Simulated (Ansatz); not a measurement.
## Cu₃N, space group Pm-3m: a comparison of functionals at one structure, step by step

With the Python package of Ansatz (0.2.0).

The script reads `cu3n.cif`:
```cif
data_Cu3N
_cell_length_a 3.807000
_cell_length_b 3.807000
_cell_length_c 3.807000
_cell_angle_alpha 90.00000
_cell_angle_beta 90.00000
_cell_angle_gamma 90.00000
_symmetry_space_group_name_H-M 'P 1'
_symmetry_Int_Tables_number 1
loop_
_symmetry_equiv_pos_as_xyz
'x, y, z'
loop_
_atom_site_label
_atom_site_type_symbol
_atom_site_fract_x
_atom_site_fract_y
_atom_site_fract_z
Cu1 Cu    0.500000    0.000000    0.000000
Cu2 Cu    0.000000    0.500000    0.000000
Cu3 Cu    0.000000    0.000000    0.500000
N4 N    0.000000    0.000000    0.000000
```

Typed at the interpreter:
```pycon
>>> import warnings
>>> import ansatz as az
>>> from ase.io import read
>>> warnings.simplefilter('ignore', az.DeckWarning)
>>> atoms = read('cu3n.cif')
>>> system = az.Crystal.from_ase(atoms)
>>> len(system.resolved().sites)
4
>>> base = system.calculation().pseudopotentials('paw').kpoints(6).occupations('fixed').stress()
>>> rows = []
>>> for value in ['revpbe', 'pbe', 'rpbe', 'r2scan']:
...     r = base.functional(value).run().report
...     rows.append((value, r['free_energy_ev'] / len(r['lattice']['sites']), r['n_iterations'], sum(r['stress_gpa'][i][i] for i in range(3)) / 3, r['n_kpoints']))
...
>>> print('  functional   F/atom (eV)    iterations       P (GPa)      k-points')
  functional   F/atom (eV)    iterations       P (GPa)      k-points
>>> for row in rows:
...     print(f'{str(row[0]):>12s}  {row[1]:12.5f}  {row[2]:12d}  {row[3]:12.3f}  {row[4]:12d}')
...
      revpbe   -5067.63199             8         4.897            20
         pbe   -5064.58003             8         2.093            20
        rpbe   -5068.85677             8         5.950            20
      r2scan   -5069.39067             9        -1.766            20
```

From lowest to highest: r2SCAN (-1.8 GPa), PBE (2.1 GPa), revPBE (4.9 GPa) and RPBE (6.0 GPa). At a fixed cell a lower pressure usually means a smaller equilibrium volume, so r2SCAN prefers the smallest cell and RPBE the largest. Gaps by band count in the reports: revPBE 0.17 eV, PBE 0.16 eV, RPBE 0.17 eV and r2SCAN 0.28 eV (Kohn-Sham values on this mesh, as a rule under measured gaps).

What to keep in mind:
- No spin polarisation was allowed.
- Of the deposited cell: the entry's cell lengths or inner coordinates differ somewhat from later room-temperature determinations.
- Pressure is positive in compression.
- The structure is a deposited one; some such entries were measured under pressure or heat, so a shift against it needn't be the functional's error alone.
- Total energies of different functionals can't be compared; pressures, moments and gaps at this one structure can.
- Wall time of the script: 11 s on 1 thread of Intel(R) Xeon(R) Processor @ 2.30GHz (shared host), peak memory 0.71 GiB.
